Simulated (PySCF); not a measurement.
# Splitting trees

Geometry (Å), atoms numbered from 1 in this order:
```xyz
5

F     0.8161    0.9545   -0.3577
C     0.0158   -0.0262    0.0427
F     0.4264   -1.1617   -0.5095
F    -1.2158    0.2312   -0.3804
H     0.0324   -0.1082    1.1427
```

[PySCF 2.14.0 with density-fitted response routines: PBE0-D3(BJ)/def2-SVP geometry; spin–spin couplings from B3LYP/pcJ-1; PBE0/pcSseg-1 with gauge-including orbitals; one computed conformer; in vacuum; non-relativistic; rapidly exchanging positions averaged]

References, each an isolated molecule treated in the same way: $^{13}$C (σref 184.41) and $^{1}$H (σref 31.27) vs TMS; $^{19}$F (σref 177.25) against CFCl3.

Spectrometer: 500 MHz for $^{1}$H. First-order analysis; couplings under 1 Hz (under 4 Hz in carbon signals) are ignored, and nearly equal couplings are merged; the smaller ones broaden or split the lines further.

Question: What pattern does C2 show in the proton-coupled $^{13}$C spectrum?

Answer: A quartet of doublets at δ 121.8: 350.5 Hz to F1/F3/F4 (3 × $^{19}$F, 1 bond away), 239.6 Hz to H5 (1 × $^{1}$H, 1 bond away). Lines in Hz from the centre (relative intensity): +645.5 (1), +405.9 (1), +295.1 (3), +55.5 (3), -55.5 (3), -295.1 (3), -405.9 (1), -645.5 (1). The outer lines are 1291.1 Hz apart, the sum of the couplings kept, or 10.269 ppm at this field.

Question: What pattern does F1/F3/F4 show ($^{19}$F)?

Answer: A doublet at δ -86.5: 88.4 Hz to H5 (1 × $^{1}$H, 2 bonds away). Lines in Hz from the centre (relative intensity): +44.2 (1), -44.2 (1). The outer lines are 88.4 Hz apart, the sum of the couplings kept, or 0.188 ppm at this field.

Question: What pattern does H5 show ($^{1}$H)?

Answer: A quartet at δ 6.17: 88.4 Hz to F1/F3/F4 (3 × $^{19}$F, 2 bonds away). Lines in Hz from the centre (relative intensity): +132.6 (1), +44.2 (3), -44.2 (3), -132.6 (1). The outer lines are 265.2 Hz apart, the sum of the couplings kept, or 0.530 ppm at this field.
